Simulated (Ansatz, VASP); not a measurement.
## Y: VASP beside Ansatz

Contents of INCAR:

```
SYSTEM = Y
PREC = Accurate
ENCUT = 520
EDIFF = 1E-8
ISMEAR = -1
SIGMA = 0.05
LREAL = .False.
LASPH = .True.
NELM = 80
ALGO = Normal
ISIF = 2
LWAVE = .False.
LCHARG = .False.
GGA = CA
LEFG = .True.
NBANDS = 12
```

Contents of KPOINTS:

```
regular mesh
0
Gamma
  13 13 13
  0 0 0
```

Contents of POSCAR:

```
Y
1.0
    0.0000000000      2.5014574333      2.5014574333
    2.5014574333      0.0000000000      2.5014574333
    2.5014574333      2.5014574333      0.0000000000
Y
1
Direct
    0.0000000000      0.0000000000      0.0000000000
```

Input for Ansatz:

```yaml
crystal:
  lattice:
    - [0.0, 2.5014574333, 2.5014574333]
    - [2.5014574333, 0.0, 2.5014574333]
    - [2.5014574333, 2.5014574333, 0.0]
  atoms:
    - { symbol: "Y", position: [0.0, 0.0, 0.0] }
kpoints:
  mp_grid: { grid: [13, 13, 13] }
scf:
  occupations: { method: fermi_dirac, width: 0.05 }
hamiltonian:
  xc: lda
  pseudopotentials: { kind: paw }
output:
  forces: true
  stress: true
  eigenvalues: true
  efg: { contact_densities: true }
  write_density: true
  write_potential: true
  elf: true
  volumetric_format: npy
```

Change from the starting cell: volume scaled by 1.02, PAW files.

Alike in both runs: task electric field gradients; functional LDA; k mesh 13 × 13 × 13; occupations fermi-dirac, width 0.05 eV; no spin polarisation.

|  | VASP | Ansatz |
| --- | --- | --- |
| version | VASP 6.6.1 | Ansatz 0.2.0 |
| potentials or method | VASP PAW LDA potentials, release 64 (Y_sv) | PAW with Ansatz's default frozen-core files, scalar-relativistic |
| plane-wave cutoff (eV) | 520 | 420 |
| valence electrons in the cell | 11 | 11 |

|  | VASP | Ansatz | Ansatz less VASP |
| --- | --- | --- | --- |
| pressure (GPa) | -2.6 | -2.5 | +0.12 |
| Vzz of the field gradient on the site that differs most (V/Å²) | 0.0 | 0.0 | 0.00 |

Ansatz warned: «gradients_without_spin_orbit».
